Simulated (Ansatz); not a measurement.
# TiSi2: the cost of one run

Computed with Ansatz 0.2.0 (DFT PBE, scalar-relativistic, plane waves, PAW, unless a step's input says otherwise).

1 further run of the same task is left out (set aside as unsound or not needed).

### 1 The starting structure

It takes space group Immm (No. 71, orthorhombic). Conventional cell: a = 2.971 Å, b = 3.410 Å, c = 8.409 Å, α = 90.00°, β = 90.00°, γ = 90.00°. Ti (site symmetry mmm) is surrounded by 10 Si at 2.68 to 2.77 Å and 2 Ti at 2.97 Å. Si (site symmetry mm2) is surrounded by 7 Si at 2.63 to 2.97 Å and 5 Ti at 2.68 to 2.77 Å.

Structure file:

```cif
data_structure
_symmetry_space_group_name_H-M 'P 1'
_symmetry_Int_Tables_number 1
_cell_length_a 4.5228
_cell_length_b 4.7743
_cell_length_c 6.8515
_cell_angle_alpha 84.710
_cell_angle_beta 78.777
_cell_angle_gamma 61.728
_cell_volume 127.81
loop_
_atom_site_label
_atom_site_type_symbol
_atom_site_fract_x
_atom_site_fract_y
_atom_site_fract_z
_atom_site_occupancy
Ti1 Ti 0.66667 0.00000 0.66667 1
Ti2 Ti 0.33333 0.00000 0.33333 1
Ti3 Ti 0.00000 0.00000 0.00000 1
Si1 Si 0.66297 0.34072 0.33333 1
Si2 Si 0.32964 0.34072 0.00000 1
Si3 Si 0.99631 0.34072 0.66667 1
Si4 Si 0.00369 0.65928 0.33333 1
Si5 Si 0.67036 0.65928 0.00000 1
Si6 Si 0.33703 0.65928 0.66667 1
```

It goes back to an entry of the Materials Project, which need not be the stable form.

It is built from the cell relaxed beforehand with the same method (14.20 Å³/atom).

### 2 The undisturbed cell

input.yaml reads:

```yaml
crystal:
  lattice:
    - [-2.9713732078, 3.4098156797, 0.0]
    - [-1.4856866039, 1.7049078399, -4.2047460604]
    - [-5.9427464156, -3.4098156797, 0.0]
  atoms:
    - { symbol: Ti, position: [0.6666666667, 0.0, 0.6666666667] }
    - { symbol: Ti, position: [0.3333333333, 0.0, 0.3333333333] }
    - { symbol: Ti, position: [0.0, 1.0, 1.0] }
    - { symbol: Si, position: [0.6629735383, 0.3407195901, 0.3333333333] }
    - { symbol: Si, position: [0.3296402049, 0.3407195901, 0.0] }
    - { symbol: Si, position: [0.9963068716, 0.3407195901, 0.6666666667] }
    - { symbol: Si, position: [0.0036931284, 0.6592804099, 0.3333333333] }
    - { symbol: Si, position: [0.6703597951, 0.6592804099, 0.0] }
    - { symbol: Si, position: [0.3370264617, 0.6592804099, 0.6666666667] }
basis:
  ecutwfc: 420
kpoints:
  mp_grid: { grid: [12, 12, 8] }
hamiltonian:
  xc: pbe
scf:
  occupations: { method: gaussian, width: 0.15 }
output:
  forces: true
  stress: true
  eigenvalues: true
  write_density: true
  write_potential: true
  elf: true
  volumetric_format: npy
```

Launch:

```bash
ansatz run input.yaml --threads 1 --pin off --max-ram 2560MiB --backend cpu --events-out ev --progress --plain --runs-dir out
```

**Question.** How long does this run take on 1 thread of AMD EPYC 9R45 (Zen 5), shared host, and how much memory does it need?

About 37 s, with a peak of 1.2 GiB.
